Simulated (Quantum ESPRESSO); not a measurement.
# CdS (P1) in Quantum ESPRESSO: reference runs

Reference runs on CdS: the cell as given.

Program: Quantum ESPRESSO 7.5. These are calculated values, not measurements. Logs are shortened: lines on timing, memory, paths and dates and some standing lists are left out, and cuts for length are marked.

**1. The crystal as given**

The typed cell holds 4 atoms: a = 4.176 Å, b = 4.054 Å, c = 7.138 Å, α = 73.23°, β = 73.06°, γ = 59.93°.

**2. Single point, PBE**

pw.in

```
&CONTROL
  calculation = 'scf'
  prefix = 'pwscf'
  outdir = './tmp'
  pseudo_dir = './pseudo'
  tprnfor = .true.
  tstress = .true.
  disk_io = 'nowf'
/
&SYSTEM
  ibrav = 0
  nat = 4
  ntyp = 2
  ecutwfc = 60
  ecutrho = 480
  nbnd = 26
  occupations = 'smearing'
  smearing = 'fd'
  degauss = 0.00367493
/
&ELECTRONS
  conv_thr = 8d-10
  electron_maxstep = 120
  mixing_beta = 0.5
/
ATOMIC_SPECIES
Cd   112.4140 Cd.pbe-dn-rrkjus_psl.0.3.1.UPF
S     32.0600 s_pbe_v1.4.uspp.F.UPF
CELL_PARAMETERS angstrom
   0.0291772400   -2.9645140900   -2.9410755900
  -2.8488736400   -0.0284970200   -2.8834013300
   2.9408766600    2.8834943500   -5.8303086700
ATOMIC_POSITIONS crystal
Cd     0.4968369200    0.5022790500    0.5025136300
Cd     0.0037149100    0.0020048200    0.9989042100
S      0.3751024800    0.3747738000    0.8718035800
S      0.8743457000    0.8709423300    0.3767785700
K_POINTS automatic
8 8 4 0 0 0
```

Potentials or basis: SSSP 1.3 efficiency PBE.

Started as:

```console
OMP_NUM_THREADS=1 pw.x -in pw.in > pw.out
```

pw.out:

```text
This program is part of the open-source Quantum ESPRESSO suite
     for quantum simulation of materials; please cite
         "P. Giannozzi et al., J. Phys.:Condens. Matter 21 395502 (2009);
         "P. Giannozzi et al., J. Phys.:Condens. Matter 29 465901 (2017);
         "P. Giannozzi et al., J. Chem. Phys. 152 154105 (2020);
     in publications or presentations arising from this work. More details at

     file Cd.pbe-dn-rrkjus_psl.0.3.1.UPF: wavefunction(s)  4D renormalized

     G-vector sticks info
     --------------------
     sticks:   dense  smooth     PW     G-vecs:    dense   smooth      PW
     Sum        1999    1001    303               118067    41755    6901

     Using Slab Decomposition

     bravais-lattice index     =            0
     lattice parameter (alat)  =       7.8915  a.u.
     unit-cell volume          =     664.9764 (a.u.)^3
     number of atoms/cell      =            4
     number of atomic types    =            2
     number of electrons       =        36.00
     number of Kohn-Sham states=           26
     kinetic-energy cutoff     =      60.0000  Ry
     charge density cutoff     =     480.0000  Ry
     scf convergence threshold =      8.0E-10
     mixing beta               =       0.5000
     number of iterations used =            8  plain     mixing
     Exchange-correlation=  SLA  PW   PBX  PBC
                           (   1   4   3   4   0   0   0)

     celldm(1)=   7.891529  celldm(2)=   0.000000  celldm(3)=   0.000000
     celldm(4)=   0.000000  celldm(5)=   0.000000  celldm(6)=   0.000000

     crystal axes: (cart. coord. in units of alat)
               a(1) = (   0.006987  -0.709890  -0.704278 )
               a(2) = (  -0.682199  -0.006824  -0.690467 )
               a(3) = (   0.704230   0.690489  -1.396141 )

     reciprocal axes: (cart. coord. in units 2 pi/alat)
               b(1) = (  0.359393 -1.063274 -0.344581 )
               b(2) = ( -1.091883  0.359343 -0.373039 )
               b(3) = (  0.358701  0.358650 -0.357950 )

     PseudoPot. # 1 for Cd read from file:
     Cd.pbe-dn-rrkjus_psl.0.3.1.UPF
     Pseudo is Ultrasoft + core correction, Zval = 12.0
     Generated using "atomic" code by A. Dal Corso  v.5.0.99 svn rev. 10869
     Using radial grid of 1239 points,  6 beta functions with:
                l(1) =   0
                l(2) =   0
                l(3) =   1
                l(4) =   1
                l(5) =   2
                l(6) =   2
     Q(r) pseudized with 0 coefficients

     PseudoPot. # 2 for S  read from file:
     s_pbe_v1.4.uspp.F.UPF
     Pseudo is Ultrasoft + core correction, Zval =  6.0
     Generated by new atomic code, or converted to UPF format
     Using radial grid of  907 points,  6 beta functions with:
                l(1) =   0
                l(2) =   0
                l(3) =   1
                l(4) =   1
                l(5) =   2
                l(6) =   2
     Q(r) pseudized with  8 coefficients,  rinner =    1.300   1.300   1.300
                                                       1.300   1.300

     atomic species   valence    mass     pseudopotential
     Cd               12.00   112.41400     Cd( 1.00)
     S                 6.00    32.06000     S ( 1.00)

     No symmetry found

   Cartesian axes

     site n.     atom                  positions (alat units)
         1        Cd     tau(   1) = (   0.0147024  -0.0091471  -1.3982980  )
         2        Cd     tau(   2) = (   0.7021166   0.6870816  -1.3986116  )
         3        S      tau(   3) = (   0.3609008   0.3331318  -1.7401058  )
         4        S      tau(   4) = (  -0.3227080  -0.3664713  -1.7431749  )

     number of k points=   132  Fermi-Dirac smearing, width (Ry)=  0.0037

     Number of k-points >= 100: set verbosity='high' to print them.

     Dense  grid:   118067 G-vectors     FFT dimensions: (  60,  54,  96)

     Smooth grid:    41755 G-vectors     FFT dimensions: (  40,  40,  72)

     Initial potential from superposition of free atoms

     starting charge      35.9902, renormalised to      36.0000
     Starting wfcs are   26 randomized atomic wfcs

     Self-consistent Calculation

     iteration #  1     ecut=    60.00 Ry     beta= 0.50
     Davidson diagonalization with overlap
     ethr =  1.00E-02,  avg # of iterations =  5.7

     Threshold (ethr) on eigenvalues was too large:
     Diagonalizing with lowered threshold

     Davidson diagonalization with overlap
     ethr =  4.65E-04,  avg # of iterations =  2.1

     total energy              =    -292.84009935 Ry
     estimated scf accuracy    <       0.16657948 Ry

     iteration #  2     ecut=    60.00 Ry     beta= 0.50
     Davidson diagonalization with overlap
     ethr =  4.63E-04,  avg # of iterations =  2.0

     total energy              =    -292.87372593 Ry
     estimated scf accuracy    <       0.00678837 Ry

     iteration #  3     ecut=    60.00 Ry     beta= 0.50
     Davidson diagonalization with overlap
     ethr =  1.89E-05,  avg # of iterations =  5.8

     total energy              =    -292.87454849 Ry
     estimated scf accuracy    <       0.00158569 Ry

     iteration #  4     ecut=    60.00 Ry     beta= 0.50
     Davidson diagonalization with overlap
     ethr =  4.40E-06,  avg # of iterations =  3.0

     total energy              =    -292.87476044 Ry
     estimated scf accuracy    <       0.00019916 Ry

     iteration #  5     ecut=    60.00 Ry     beta= 0.50
     Davidson diagonalization with overlap
     ethr =  5.53E-07,  avg # of iterations =  2.4

     total energy              =    -292.87480593 Ry
     estimated scf accuracy    <       0.00001978 Ry

     iteration #  6     ecut=    60.00 Ry     beta= 0.50
     Davidson diagonalization with overlap
     ethr =  5.50E-08,  avg # of iterations =  4.4

     total energy              =    -292.87481769 Ry
     estimated scf accuracy    <       0.00000262 Ry

     iteration #  7     ecut=    60.00 Ry     beta= 0.50
     Davidson diagonalization with overlap
     ethr =  7.28E-09,  avg # of iterations =  2.3

     total energy              =    -292.87481856 Ry
     estimated scf accuracy    <       0.00000039 Ry

     iteration #  8     ecut=    60.00 Ry     beta= 0.50
     Davidson diagonalization with overlap
     ethr =  1.09E-09,  avg # of iterations =  3.9

     total energy              =    -292.87481863 Ry
     estimated scf accuracy    <       0.00000007 Ry

     iteration #  9     ecut=    60.00 Ry     beta= 0.50
     Davidson diagonalization with overlap
     ethr =  2.07E-10,  avg # of iterations =  3.0

     total energy              =    -292.87481866 Ry
     estimated scf accuracy    <       0.00000002 Ry

     iteration # 10     ecut=    60.00 Ry     beta= 0.50
     Davidson diagonalization with overlap
     ethr =  5.47E-11,  avg # of iterations =  2.0

     total energy              =    -292.87481867 Ry
     estimated scf accuracy    <          8.8E-10 Ry

     iteration # 11     ecut=    60.00 Ry     beta= 0.50
     Davidson diagonalization with overlap
     ethr =  2.44E-12,  avg # of iterations =  4.2

     End of self-consistent calculation

     Number of k-points >= 100: set verbosity='high' to print the bands.

     the Fermi energy is     6.1208 ev

!    total energy              =    -292.87481867 Ry
     estimated scf accuracy    <          1.9E-10 Ry
     smearing contrib. (-TS)   =      -0.00000002 Ry
     internal energy E=F+TS    =    -292.87481865 Ry

     The total energy is F=E-TS. E is the sum of the following terms:
     one-electron contribution =     -95.59606895 Ry
     hartree contribution      =      76.56940235 Ry
     xc contribution           =    -102.78834546 Ry
     ewald contribution        =    -171.05980658 Ry

     convergence has been achieved in  11 iterations

     Forces acting on atoms (cartesian axes, Ry/au):

     atom    1 type  1   force =    -0.00635885   -0.00043233    0.00717723
     atom    2 type  1   force =    -0.00064060    0.01064431    0.00119866
     atom    3 type  2   force =     0.00942346   -0.00210138   -0.00973741
     atom    4 type  2   force =    -0.00242401   -0.00811060    0.00136153

     Total force =     0.021652     Total SCF correction =     0.000015

     Computing stress (Cartesian axis) and pressure

          total   stress  (Ry/bohr**3)                   (kbar)     P=       34.62
   0.00024683   0.00003205   0.00007387           36.31        4.71       10.87
   0.00003205   0.00022482  -0.00005810            4.71       33.07       -8.55
   0.00007387  -0.00005810   0.00023432           10.87       -8.55       34.47

=------------------------------------------------------------------------------=
   JOB DONE.
=------------------------------------------------------------------------------=
```

Run time: 4.7 min. Hardware: 1 thread of AMD EPYC 7R43 (Zen 3), shared host; peak memory 0.73 GiB.

What came out:

| Property | Result |
| --- | --- |
| Free energy | -3984.7649 eV |
| Pressure | 3.5 GPa |
| Largest force | 0.353 eV/Å |
| Band gap on the k mesh | 1.07 eV |

Forces in eV/Å, atoms in the order of the input:
```
Cd  -0.163 -0.011  0.185
Cd  -0.016  0.274  0.031
S    0.242 -0.054 -0.250
S   -0.062 -0.209  0.035
```

Levels at points of the mesh, in eV from the valence-band top:
```csv
k point,band 15,band 16,band 17,band 18,band 19,band 20,band 21,band 22
"(0.00, 0.00, 0.00)",-0.77,-0.11,-0.06,0.00,1.07,2.95,6.27,6.44
"(0.00, 0.00, -0.50)",-0.56,-0.49,-0.45,-0.36,2.68,2.75,6.09,6.33
"(0.00, -0.50, 0.00)",-2.08,-2.01,-1.58,-1.49,3.95,4.00,5.38,5.57
"(0.00, -0.50, -0.50)",-2.10,-1.95,-0.92,-0.84,2.83,3.41,4.22,6.71
"(-0.50, 0.00, 0.00)",-2.12,-2.08,-1.35,-1.28,4.25,4.34,5.27,5.44
"(-0.50, 0.00, -0.50)",-2.03,-1.86,-0.80,-0.71,3.00,3.49,4.39,6.92
"(-0.50, -0.50, 0.00)",-1.99,-1.96,-0.87,-0.81,2.96,3.48,4.31,6.89
"(-0.50, -0.50, -0.50)",-2.11,-2.04,-1.46,-1.38,4.15,4.21,5.32,5.51
```

Expect the measured gap to be larger: semilocal functionals such as PBE lack the derivative discontinuity.
